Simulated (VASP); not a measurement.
Nb: single point with PBE

Nb:

```
Nb
1.0
    -1.66395    1.66395    1.66395
     1.66395   -1.66395    1.66395
     1.66395    1.66395   -1.66395
Nb
1
Direct
  0.00000 0.00000 0.00000
```

- Program: VASP 6.6.1
- Task: single point
- Functional: PBE
- Potentials or basis: VASP PAW PBE potentials, release 64 (Nb_sv_GW)
- Cutoff: 550 eV
- k mesh: 11 × 11 × 11
- Occupations: gaussian, width 0.05 eV
- Spin: no spin polarisation

```
Pressure               : -2.9 GPa
Band gap on the k mesh : none (metal or under the smearing width)
```

Levels at points of the mesh, in eV from the Fermi level:
| k point | band 4 | band 5 | band 6 | band 7 | band 8 | band 9 |
| --- | --- | --- | --- | --- | --- | --- |
| (0.00, 0.00, 0.00) | -29.69 | -5.80 | 0.42 | 0.42 | 0.42 | 3.26 |

Wall time 34 s on 1 thread of Intel(R) Xeon(R) Platinum 8488C (Sapphire Rapids), on a shared host, peak memory 0.14 GiB.
